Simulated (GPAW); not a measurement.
The system is Au.

```
Au
1.0
     2.81549    0.00000    0.00000
    -0.01296    2.82018    0.00000
    -1.13789   -1.18541    4.92401
Au
2
Cartesian
  1.5740 1.5533 1.3495
  0.0907 0.0815 3.5746
```

This isn't the form of Au at room conditions, which is fcc.

Base run:

| Property | Result |
| --- | --- |
| Program | GPAW 26.7.0 |
| Functional | PBEsol |
| Potentials or basis | PAW data sets generated in the run's folder for this functional |
| Cutoff | 600 eV |
| Basis | pw |
| k mesh | 10 × 10 × 6 |
| Occupations | fermi-dirac, width 0.05 eV |
| Spin | no spin polarisation |

Its results: pressure -6.0 GPa; largest force 0.123 eV/Å.

**Question.** The run is repeated on the same cell with these changes: k mesh from 10 × 10 × 6 to 6 × 6 × 4. What comes out?

**Answer.** Pressure -6.8 GPa; largest force 0.082 eV/Å.

Caveats: some runs use coarse meshes; with this Au data set, volumes or pressures lay over 1.5 % or 2 GPa off other programs in two to four cells of ten.
